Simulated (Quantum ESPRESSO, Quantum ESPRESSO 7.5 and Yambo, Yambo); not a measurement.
## A GW chain in Yambo: ZnSe (Stilleite)

Wanted: ground state, empty states, screening and self-energy for ZnSe (Stilleite).

Main program and level: Quantum ESPRESSO 7.5 and Yambo 5.3.0; PBE and many-body steps on it, plane waves.

**What was measured.**

- Gap 2.695 ± 0.003 eV: excitonic gap from free-exciton PL, not corrected for exciton binding; photoluminescence; 300 K; bulk crystal (Bridgman-grown crystal, polished and etched) (“Alloy Disordering Effects on the Thermal Conductivity and Energy Gap Temperature Dependence of Cd1−xZnxSe Ternary Crystals Grown by the Bridgman Method”, 2023, pmc:10253836).

### Step 1. Set-up

The structure is cubic, space group F-43m (No. 216). Conventional cell: a = 5.668 Å, b = 5.668 Å, c = 5.668 Å, α = 90.00°, β = 90.00°, γ = 90.00°. Nearest to Zn lie 4 Se at 2.45 Å. Se has 4 Zn at 2.45 Å nearest. Farther neighbours and most contacts between anions are not listed.

Coordinates:

```cif
data_structure
_symmetry_space_group_name_H-M 'P 1'
_symmetry_Int_Tables_number 1
_cell_length_a 4.0076
_cell_length_b 4.0076
_cell_length_c 4.0076
_cell_angle_alpha 60.000
_cell_angle_beta 60.000
_cell_angle_gamma 60.000
_cell_volume 45.51
loop_
_atom_site_label
_atom_site_type_symbol
_atom_site_fract_x
_atom_site_fract_y
_atom_site_fract_z
_atom_site_occupancy
Zn1 Zn 0.00000 0.00000 0.00000 1
Se2 Se 0.25000 0.25000 0.25000 1
```

The cell and positions come from the Crystallography Open Database and are kept as given unless a step says otherwise.

### Step 2. Ground state

This step: Quantum ESPRESSO 7.5; DFT, PBE, plane waves, norm-conserving pseudopotentials.

The ground-state density comes first.

pw.in

```
&control
  calculation = 'scf'
  prefix = 'x'
  outdir = 'o'
  pseudo_dir = 'pseudo'
/
&system
  ibrav = 0
  nat = 2
  ntyp = 2
  ecutwfc = 78.0
  nbnd = 23
  force_symmorphic = .true.
/
&electrons
  conv_thr = 1e-10
  electron_maxstep = 80
  mixing_beta = 0.5
/
ATOMIC_SPECIES
  Zn 65.38 Zn.upf
  Se 78.971 Se.upf
CELL_PARAMETERS angstrom
  -0.0000000000 2.8338000000 2.8338000000
  2.8338000000 -0.0000000000 2.8338000000
  2.8338000000 2.8338000000 0.0000000000
ATOMIC_POSITIONS crystal
  Zn 0.0000000000 0.0000000000 0.0000000000
  Se 0.2500000000 0.2500000000 0.2500000000
K_POINTS automatic
  6 6 6 0 0 0
```

Started as:

```
OMP_NUM_THREADS=1 mpirun -n 4 pw.x -nk 4 -in pw.in > pw.out
```

The log of the run:

```text
Program PWSCF v.7.5 starts

     This program is part of the open-source Quantum ESPRESSO suite
     for quantum simulation of materials; please cite
         "P. Giannozzi et al., J. Phys.:Condens. Matter 21 395502 (2009);
         "P. Giannozzi et al., J. Phys.:Condens. Matter 29 465901 (2017);
         "P. Giannozzi et al., J. Chem. Phys. 152 154105 (2020);
     in publications or presentations arising from this work. More details at
     Message from routine setup:
     using ibrav=0 with symmetry is DISCOURAGED, use correct ibrav instead

     G-vector sticks info

     bravais-lattice index     =            0
     lattice parameter (alat)  =       7.5733  a.u.
     unit-cell volume          =     307.1384 (a.u.)^3
     number of atoms/cell      =            2
     number of atomic types    =            2
     number of electrons       =        36.00
     number of Kohn-Sham states=           23
     kinetic-energy cutoff     =      78.0000  Ry
     charge density cutoff     =     312.0000  Ry
     scf convergence threshold =      1.0E-10
     mixing beta               =       0.5000
     number of iterations used =            8  plain     mixing
     Exchange-correlation= PBE
                           (   1   4   3   4   0   0   0)

     celldm(1)=   7.573263  celldm(2)=   0.000000  celldm(3)=   0.000000
     celldm(4)=   0.000000  celldm(5)=   0.000000  celldm(6)=   0.000000

     crystal axes: (cart. coord. in units of alat)
               a(1) = (  -0.000000   0.707107   0.707107 )
               a(2) = (   0.707107  -0.000000   0.707107 )
               a(3) = (   0.707107   0.707107   0.000000 )

     reciprocal axes: (cart. coord. in units 2 pi/alat)
               b(1) = ( -0.707107  0.707107  0.707107 )
               b(2) = (  0.707107 -0.707107  0.707107 )
               b(3) = (  0.707107  0.707107 -0.707107 )
     Pseudo is Norm-conserving + core correction, Zval = 20.0
     Generated using ONCVPSP code by D. R. Hamann
     Using radial grid of 1326 points,  6 beta functions with:
     Pseudo is Norm-conserving + core correction, Zval = 16.0
     Generated using ONCVPSP code by D. R. Hamann
     Using radial grid of 1214 points,  6 beta functions with:
     Zn               20.00    65.38000     Zn( 1.00)
     Se               16.00    78.97100     Se( 1.00)

     24 Sym. Ops. (no inversion) found

   Cartesian axes

     site n.     atom                  positions (alat units)
         1        Zn     tau(   1) = (   0.0000000   0.0000000   0.0000000  )
         2        Se     tau(   2) = (   0.3535534   0.3535534   0.3535534  )

     number of k points=    16
                       cart. coord. in units 2pi/alat
        k(    1) = (   0.0000000   0.0000000   0.0000000), wk =   0.0092593
        k(    2) = (   0.1178511   0.1178511  -0.1178511), wk =   0.0740741
        k(    3) = (   0.2357023   0.2357023  -0.2357023), wk =   0.0740741
        k(    4) = (  -0.3535534  -0.3535534   0.3535534), wk =   0.0370370
        k(    5) = (   0.2357023   0.0000000  -0.0000000), wk =   0.0555556
        k(    6) = (   0.3535534   0.1178511  -0.1178511), wk =   0.2222222
        k(    7) = (  -0.2357023  -0.4714045   0.4714045), wk =   0.2222222
        k(    8) = (  -0.1178511  -0.3535534   0.3535534), wk =   0.2222222
        k(    9) = (   0.0000000  -0.2357023   0.2357023), wk =   0.1111111
        k(   10) = (   0.4714045   0.0000000  -0.0000000), wk =   0.0555556
     [... 4 further rows ...]
        k(   15) = (  -0.1178511  -0.3535534   0.5892557), wk =   0.2222222
        k(   16) = (  -0.7071068   0.2357023   0.0000000), wk =   0.1111111

     Dense  grid:    28571 G-vectors     FFT dimensions: (  45,  45,  45)

     Initial potential from superposition of free atoms

     starting charge      35.9998, renormalised to      36.0000
     Starting wfcs are   19 randomized atomic wfcs +    4 random wfcs

     per-process dynamical memory:    28.2 Mb

     Self-consistent Calculation

     iteration #  1     ecut=    78.00 Ry     beta= 0.50

     Threshold (ethr) on eigenvalues was too large:
     Diagonalizing with lowered threshold

     total energy              =    -660.64207303 Ry
     estimated scf accuracy    <       0.06811254 Ry

     iteration #  2     ecut=    78.00 Ry     beta= 0.50

     total energy              =    -660.65831331 Ry
     estimated scf accuracy    <       0.00708183 Ry

     iteration #  3     ecut=    78.00 Ry     beta= 0.50

     total energy              =    -660.65920769 Ry
     estimated scf accuracy    <       0.00094561 Ry

     iteration #  4     ecut=    78.00 Ry     beta= 0.50

     total energy              =    -660.65926432 Ry
     estimated scf accuracy    <       0.00003810 Ry

     iteration #  5     ecut=    78.00 Ry     beta= 0.50

     total energy              =    -660.65926908 Ry
     estimated scf accuracy    <       0.00000252 Ry

     iteration #  6     ecut=    78.00 Ry     beta= 0.50

     total energy              =    -660.65926944 Ry
     estimated scf accuracy    <       0.00000018 Ry

     iteration #  7     ecut=    78.00 Ry     beta= 0.50

     total energy              =    -660.65926950 Ry
     estimated scf accuracy    <       0.00000004 Ry

     iteration #  8     ecut=    78.00 Ry     beta= 0.50

     total energy              =    -660.65926951 Ry
     estimated scf accuracy    <          2.7E-09 Ry

     iteration #  9     ecut=    78.00 Ry     beta= 0.50

     total energy              =    -660.65926951 Ry
     estimated scf accuracy    <          1.8E-09 Ry

     iteration # 10     ecut=    78.00 Ry     beta= 0.50

     End of self-consistent calculation

          k = 0.0000 0.0000 0.0000 (  3527 PWs)   bands (ev):

  -116.8591 -71.0175 -71.0175 -71.0175 -38.5284 -38.5284 -38.5284 -38.5236
   -38.5236  -4.8727   1.8457   1.8457   1.8457   2.2140   2.2140   8.3862
     8.3862   8.3862   9.6743  14.2008  14.2008  14.2008  18.3302

          k = 0.1179 0.1179-0.1179 (  3593 PWs)   bands (ev):

  -116.8591 -71.0176 -71.0176 -71.0176 -38.5286 -38.5286 -38.5286 -38.5238
   -38.5238  -4.6984   1.8621   1.8722   1.8722   2.2123   2.2123   6.4827
     8.1342   8.1342  10.9376  14.2659  14.6030  14.6030  18.8674

          k = 0.2357 0.2357-0.2357 (  3561 PWs)   bands (ev):

  -116.8591 -71.0176 -71.0176 -71.0176 -38.5284 -38.5284 -38.5284 -38.5237
   -38.5237  -4.3075   1.9168   1.9168   2.0164   2.2207   2.2207   4.3333
     7.7074   7.7074  11.0698  14.8746  14.8746  15.9568  18.8226

          k =-0.3536-0.3536 0.3536 (  3582 PWs)   bands (ev):

     [... further k-points ...]

     highest occupied, lowest unoccupied level (ev):     8.3862    9.6743

!    total energy              =    -660.65926951 Ry
     estimated scf accuracy    <          3.5E-11 Ry

     The total energy is the sum of the following terms:
     one-electron contribution =    -488.46720630 Ry
     hartree contribution      =     249.95218777 Ry
     xc contribution           =     -93.40112130 Ry
     ewald contribution        =    -328.74312968 Ry

     convergence has been achieved in  10 iterations

     XML data file, charge density, pseudopotentials, collected wavefunctions

=------------------------------------------------------------------------------=
   JOB DONE.
=------------------------------------------------------------------------------=
```

It took 7.7 s on 4 MPI ranks of Arm Neoverse V1, shared host; peak memory 0.27 GiB; 31 s of CPU time.

This step gave:

```
total energy               : -8988.7273 eV
gap                        : 1.288 eV
k of the valence top       : 0, 0, 0
k of the conduction bottom : 0, 0, 0
least direct gap           : 1.288 eV
```

The gap is direct, at Γ.

### Step 3. Bands along the symmetry lines

Levels along a band path, at the cheap level, show where the edges lie and whether the meshes to come will hold them.

pw.in

```
&control
  calculation = 'bands'
  prefix = 'x'
  outdir = 'o'
  pseudo_dir = 'pseudo'
/
&system
  ibrav = 0
  nat = 2
  ntyp = 2
  ecutwfc = 78.0
  nbnd = 24
  force_symmorphic = .true.
/
&electrons
  conv_thr = 1e-9
  electron_maxstep = 80
  diago_full_acc = .true.
  diago_thr_init = 5e-6
/
ATOMIC_SPECIES
  Zn 65.38 Zn.upf
  Se 78.971 Se.upf
CELL_PARAMETERS angstrom
  -0.0000000000 2.8338000000 2.8338000000
  2.8338000000 -0.0000000000 2.8338000000
  2.8338000000 2.8338000000 0.0000000000
ATOMIC_POSITIONS crystal
  Zn 0.0000000000 0.0000000000 0.0000000000
  Se 0.2500000000 0.2500000000 0.2500000000
K_POINTS crystal
  50
  0.00000000 0.00000000 0.00000000 1
  -0.06250000 -0.06250000 0.00000000 1
  -0.12500000 -0.12500000 0.00000000 1
  -0.18750000 -0.18750000 0.00000000 1
  -0.25000000 -0.25000000 0.00000000 1
  -0.31250000 -0.31250000 0.00000000 1
  -0.37500000 -0.37500000 0.00000000 1
  -0.43750000 -0.43750000 0.00000000 1
  -0.50000000 -0.50000000 0.00000000 1
  -0.48437500 -0.48437500 0.03125000 1
  -0.46875000 -0.46875000 0.06250000 1
  -0.45312500 -0.45312500 0.09375000 1
  -0.43750000 -0.43750000 0.12500000 1
  -0.42187500 -0.42187500 0.15625000 1
  -0.40625000 -0.40625000 0.18750000 1
  -0.39062500 -0.39062500 0.21875000 1
  -0.37500000 -0.37500000 0.25000000 1
  -0.37500000 0.00000000 0.37500000 1
  -0.32812500 0.00000000 0.32812500 1
  -0.28125000 0.00000000 0.28125000 1
  -0.23437500 0.00000000 0.23437500 1
  -0.18750000 0.00000000 0.18750000 1
  -0.14062500 0.00000000 0.14062500 1
  -0.09375000 0.00000000 0.09375000 1
  -0.04687500 0.00000000 0.04687500 1
  0.00000000 0.00000000 0.00000000 1
  0.00000000 0.00000000 0.06250000 1
  0.00000000 0.00000000 0.12500000 1
  0.00000000 0.00000000 0.18750000 1
  0.00000000 0.00000000 0.25000000 1
  0.00000000 0.00000000 0.31250000 1
  0.00000000 0.00000000 0.37500000 1
  0.00000000 0.00000000 0.43750000 1
  0.00000000 0.00000000 0.50000000 1
  -0.06250000 -0.03125000 0.46875000 1
  -0.12500000 -0.06250000 0.43750000 1
  -0.18750000 -0.09375000 0.40625000 1
  -0.25000000 -0.12500000 0.37500000 1
  -0.31250000 -0.15625000 0.34375000 1
  -0.37500000 -0.18750000 0.31250000 1
  -0.43750000 -0.21875000 0.28125000 1
  -0.50000000 -0.25000000 0.25000000 1
  -0.50000000 -0.28125000 0.21875000 1
  -0.50000000 -0.31250000 0.18750000 1
  -0.50000000 -0.34375000 0.15625000 1
  -0.50000000 -0.37500000 0.12500000 1
  -0.50000000 -0.40625000 0.09375000 1
  -0.50000000 -0.43750000 0.06250000 1
  -0.50000000 -0.46875000 0.03125000 1
  -0.50000000 -0.50000000 0.00000000 1
```

The log of the run:

```text
[banner, memory and clock lines left out]
Program PWSCF v.7.5 starts

     Atomic positions and unit cell read from directory:
     o/x.save/

     Message from routine setup:
     using ibrav=0 with symmetry is DISCOURAGED, use correct ibrav instead

     G-vector sticks info

     bravais-lattice index     =            0
     lattice parameter (alat)  =       7.5733  a.u.
     unit-cell volume          =     307.1384 (a.u.)^3
     number of atoms/cell      =            2
     number of atomic types    =            2
     number of electrons       =        36.00
     number of Kohn-Sham states=           24
     kinetic-energy cutoff     =      78.0000  Ry
     charge density cutoff     =     312.0000  Ry
     Exchange-correlation= PBE
                           (   1   4   3   4   0   0   0)

     celldm(1)=   7.573263  celldm(2)=   0.000000  celldm(3)=   0.000000
     celldm(4)=   0.000000  celldm(5)=   0.000000  celldm(6)=   0.000000

     crystal axes: (cart. coord. in units of alat)
               a(1) = (  -0.000000   0.707107   0.707107 )
               a(2) = (   0.707107  -0.000000   0.707107 )
               a(3) = (   0.707107   0.707107   0.000000 )

     reciprocal axes: (cart. coord. in units 2 pi/alat)
               b(1) = ( -0.707107  0.707107  0.707107 )
               b(2) = (  0.707107 -0.707107  0.707107 )
               b(3) = (  0.707107  0.707107 -0.707107 )
     Pseudo is Norm-conserving + core correction, Zval = 20.0
     Generated using ONCVPSP code by D. R. Hamann
     Using radial grid of 1326 points,  6 beta functions with:
     Pseudo is Norm-conserving + core correction, Zval = 16.0
     Generated using ONCVPSP code by D. R. Hamann
     Using radial grid of 1214 points,  6 beta functions with:
     Zn               20.00    65.38000     Zn( 1.00)
     Se               16.00    78.97100     Se( 1.00)

     24 Sym. Ops. (no inversion) found

   Cartesian axes

     site n.     atom                  positions (alat units)
         1        Zn     tau(   1) = (   0.0000000   0.0000000   0.0000000  )
         2        Se     tau(   2) = (   0.3535534   0.3535534   0.3535534  )

     number of k points=    50
                       cart. coord. in units 2pi/alat
        k(    1) = (   0.0000000   0.0000000   0.0000000), wk =   0.0400000
        k(    2) = (   0.0000000   0.0000000  -0.0883883), wk =   0.0400000
        k(    3) = (   0.0000000   0.0000000  -0.1767767), wk =   0.0400000
[...]
[... 38 further rows ...]
        k(   49) = (   0.0441942  -0.0000000  -0.7071068), wk =   0.0400000
        k(   50) = (   0.0000000   0.0000000  -0.7071068), wk =   0.0400000

     Dense  grid:    28571 G-vectors     FFT dimensions: (  45,  45,  45)

     The potential is recalculated from file :
     o/x.save/charge-density

     Starting wfcs are   19 randomized atomic wfcs +    5 random wfcs

     Band Structure Calculation

     End of band structure calculation

          k = 0.0000 0.0000 0.0000 (  3527 PWs)   bands (ev):

  -116.8592 -71.0176 -71.0176 -71.0176 -38.5283 -38.5283 -38.5283 -38.5235
   -38.5235  -4.8727   1.8456   1.8456   1.8456   2.2139   2.2139   8.3862
     8.3862   8.3862   9.6743  14.2008  14.2008  14.2008  18.3302  19.8773

          k = 0.0000 0.0000-0.0884 (  3587 PWs)   bands (ev):

[...]
k = 0.0000 0.0000-0.1768 (  3599 PWs)   bands (ev):

[...]
k =-0.0000 0.0000-0.2652 (  3583 PWs)   bands (ev):

[...]
k = 0.0000 0.0000-0.3536 (  3591 PWs)   bands (ev):

[...]
k = 0.0000-0.0000-0.4419 (  3559 PWs)   bands (ev):

[...]
k =-0.0000 0.0000-0.5303 (  3563 PWs)   bands (ev):

[...]
k = 0.0000-0.0000-0.6187 (  3559 PWs)   bands (ev):

[...]
k = 0.5303-0.0000-0.5303 (  3568 PWs)   bands (ev):

[...]
k = 0.0000 0.0000 0.0000 (  3527 PWs)   bands (ev):

[...]
k = 0.1326 0.0000-0.7071 (  3564 PWs)   bands (ev):

[...]
k = 0.0884-0.0000-0.7071 (  3560 PWs)   bands (ev):

[...]
k = 0.0442-0.0000-0.7071 (  3558 PWs)   bands (ev):

[...]
k = 0.0000 0.0000-0.7071 (  3572 PWs)   bands (ev):

[...]
-38.5235  -3.8165   1.8767   2.0986   2.0986   2.2623   2.3941   3.6377
     6.2046   6.2046  11.3777  11.8538  19.1130  19.6419  19.6419  22.3703

     XML data file, pseudopotentials, collected wavefunctions
```

Wall time 5.8 s (4 MPI ranks); peak memory 0.23 GiB; 23 s of CPU time.

This step gave:

- gap: 1.288 eV
- k of the valence top: 0, 0, 0
- k of the conduction bottom: 0, 0, 0
- least direct gap: 1.288 eV

The gap is 1.288 eV, as in the run before at this level.

The electronic bands at the labelled points (eV, zero at the top of the highest filled band):

```tsv
point	band 15	band 16	band 17	band 18	band 19	band 20	band 21	band 22
Γ	-6.17	0.00	0.00	0.00	1.29	5.81	5.81	5.81
halfway	-6.15	-2.88	-1.25	-1.25	3.93	4.03	8.04	8.04
X	-5.99	-4.75	-2.18	-2.18	2.99	3.47	10.73	11.26
halfway	-5.96	-4.73	-2.56	-2.08	3.26	4.06	9.96	10.51
U	-5.91	-4.71	-3.08	-1.79	3.59	5.60	9.05	9.28
jump to K	-5.91	-4.71	-3.08	-1.79	3.59	5.60	9.05	9.28
halfway	-6.15	-3.33	-1.73	-0.49	3.79	5.97	6.67	6.69
Γ	-6.17	0.00	0.00	0.00	1.29	5.81	5.81	5.81
halfway	-6.17	-3.04	-0.48	-0.48	2.75	6.45	6.45	6.57
L	-6.01	-5.22	-0.87	-0.87	2.55	6.39	6.39	8.57
halfway	-5.96	-4.89	-2.40	-1.46	4.23	5.56	7.42	8.67
W	-5.87	-4.68	-2.76	-2.66	5.48	5.56	6.97	7.72
halfway	-5.93	-4.72	-2.48	-2.43	3.88	4.29	9.22	9.31
X	-5.99	-4.75	-2.18	-2.18	2.99	3.47	10.73	11.26
```

[end of part 1 of 3]

[Paths, hosts, dates, memory and timing lines, banners, echoed tables and standing remarks are left out of the program output.]

[Logs are printed without paths, hosts, clocks, repeated set-up lines and the standing remarks that a program may print on its own settings, such as how far it seeks lower states.]

[Runs of the session that timed out or met a known fault of the program may be left out.]

[Hosts, paths, dates, database ids (printed as entryN), source tags and the programs' standing remarks are cut or masked in the printed files.]
